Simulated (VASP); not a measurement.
Input of a VASP 6.6.1 run:

Contents of INCAR:

```
ALGO = Normal
EDIFF = 1E-6
EDIFFG = -0.01
ENCUT = 600
GGA = PS
IBRION = 2
ISIF = 3
ISMEAR = 0
LASPH = T
LCHARG = F
LREAL = F
LWAVE = F
NELM = 80
NSW = 90
PREC = Accurate
SIGMA = 0.03
```

The input KPOINTS:

```
k-points
0
Gamma
  8 8 8
```

The input POSCAR:

```
AlP
1.0
    0.0000000000      2.7255000000      2.7255000000
    2.7255000000      0.0000000000      2.7255000000
    2.7255000000      2.7255000000      0.0000000000
Al P
1 1
Direct
    0.0000000000      0.0000000000      0.0000000000
    0.2500000000      0.2500000000      0.2500000000
```

Potentials or basis: VASP PAW PBE potentials, release 64 (Al, P).

Run with:

```console
$ cat potpaw_PBE.64/Al/POTCAR potpaw_PBE.64/P/POTCAR > POTCAR
$ mpirun -np 1 vasp_std > vasp.out
```

Question: What does it give for the relaxed volume?

Answer: 20.47 Å³/atom.

Question: Predict the space group after relaxing (to 0.05 Å).

Answer: F-43m (No. 216).

Question: What does it give for the relaxed cell?

Answer: a = 3.869 Å, b = 3.869 Å, c = 3.869 Å, α = 60.00°, β = 60.00°, γ = 60.00°.

Question: Estimate the band gap on the k mesh.

Answer: 1.45 eV, indirect (least direct gap 3.15 eV).

Final structure:
```yaml
crystal:
  lattice:
    - [0.00000, 2.73570, 2.73570]
    - [2.73570, 0.00000, 2.73570]
    - [2.73570, 2.73570, 0.00000]
  atoms:
    - { symbol: Al, position: [0.00000, 0.00000, 0.00000] }
    - { symbol: P, position: [0.25000, 0.25000, 0.25000] }
```

Caveat: the PAW data sets were made with another functional, which shifts forces and pressure a little. A k mesh can miss the band edges.
